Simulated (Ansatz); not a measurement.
# Ti3Al: the cost of one run

Method: DFT PBEsol, scalar-relativistic, plane waves, PAW, in Ansatz 0.2.0.

16 further runs of the same task are left out: 16 set aside as unsound or not needed. Runs told in other sessions of the task aren't counted.

### Step 1. The starting structure

The structure is hexagonal, space group P-6m2 (No. 187). Conventional cell: a = 2.895 Å, b = 2.895 Å, c = 9.138 Å, α = 90.00°, β = 90.00°, γ = 120.00°. Ti (site symmetry -6m2) is surrounded by 12 Ti at 2.82 to 2.90 Å. Ti (site symmetry 3m) has 9 Ti at 2.82 to 2.90 Å and 3 Al at 2.84 Å in its first shell of neighbours. Al (site symmetry -6m2) has 6 Ti at 2.84 Å and 6 Al at 2.90 Å in its first shell of neighbours.

Coordinates:

```
Ti Al
1.0
     2.89548    0.00000    0.00000
    -1.44774    2.50756    0.00000
     0.00000    0.00000    9.13834
Ti Al
3 1
Direct
  0.66667 0.33333 0.00000
  0.33333 0.66667 0.75117
  0.33333 0.66667 0.24883
  0.66667 0.33333 0.50000
```

It goes back to an entry of the Materials Project, which need not be the stable form.

It is the result of an earlier relaxation at this level (volume 16.59 Å³/atom; gap on the mesh: none (metal)).

### Step 2. The scan

The energy is mapped over volume and the cell's shape.

- volume per atom: 7 values from 15.26 to 17.91 Å³
- c/a of the conventional cell: 7 values from 2.631 to 3.786

Nothing else is relaxed (fractional coordinates fixed). Energies count from the relaxed crystal. Points are written as (first, second).

### Step 3. Point (15.26 Å³, 3.353)

Input file input.yaml:

```yaml
crystal:
  lattice:
    - [2.7596999192, 0.0, 0.0]
    - [-1.3798499596, 2.3899702368, 0.0]
    - [0.0, 0.0, 9.254653679]
  atoms:
    - { symbol: Ti, position: [0.6666666667, 0.3333333333, 0.0] }
    - { symbol: Ti, position: [0.3333333333, 0.6666666667, 0.7511732072] }
    - { symbol: Ti, position: [0.3333333333, 0.6666666667, 0.2488267928] }
    - { symbol: Al, position: [0.6666666667, 0.3333333333, 0.5] }
basis:
  ecutwfc: 520.0
kpoints:
  mp_grid: { grid: [18, 18, 6] }
hamiltonian:
  xc: pbesol
  pseudopotentials: { kind: paw, azcp: { folder: soft_1 } }
scf:
  occupations: { method: gaussian, width: 0.15 }
output:
  forces: true
  stress: true
  eigenvalues: true
  write_density: true
  write_potential: true
  elf: true
  volumetric_format: npy
```

Run with:

```console
$ ansatz run input.yaml --threads 2 --pin off --max-ram 4096MiB --backend cpu --events-out ev --progress --plain --runs-dir out
```

What time and memory should one allow on 2 threads of Arm Neoverse N1, shared host?

About 34 s, with a peak of 0.5 GiB.
